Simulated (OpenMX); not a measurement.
## Hf under changes of volume

One of the cells (22.380 Å³/atom); the others are scaled copies at fixed shape and fractional positions:

```
CELL_PARAMETERS angstrom
3.19670 0.00000 0.00000
-1.59835 2.76842 0.00000
0.00000 0.00000 5.05780
ATOMIC_POSITIONS crystal
Hf 0.66667 0.33333 0.75000
Hf 0.33333 0.66667 0.25000
```

- Program: OpenMX 3.8.5
- Functional: LDA
- Potentials or basis: OpenMX 2013 LDA set, Hf7.0-s3p2d2f1, fixed grid of 32 × 32 × 60 points
- k mesh: 11 × 11 × 5
- Occupations: fermi-dirac, width 0.05 eV
- Spin: no spin polarisation

```tsv
volume (Å³/atom)	energy over the lowest point (meV/atom)	largest force (eV/Å)
21.037	0.00	0.016
21.485	8.16	0.014
21.933	22.59	0.013
22.380	42.76	0.011
22.828	68.32	0.010
23.276	98.67	0.008
23.723	?	?
```

What does the run at 23.723 Å³/atom give?

Energy over the lowest point 133.54 meV/atom; largest force 0.007 eV/Å.

Worked out: A Birch-Murnaghan fit of order 3 (a polynomial in V^(-2/3)) to the other rows has its minimum at 20.73 Å³/atom, just outside them, with B0 = V·E''(V) = 121 GPa and B' = 3.0 at fixed shape and positions, which overstates the stiffness. It gives 133.42 meV/atom at 23.723 Å³/atom, against the run's 133.54.

Energies are extrapolated to zero smearing.

Caveats: the basis of atomic orbitals isn't converged, which shifts pressures, moduli and gaps.
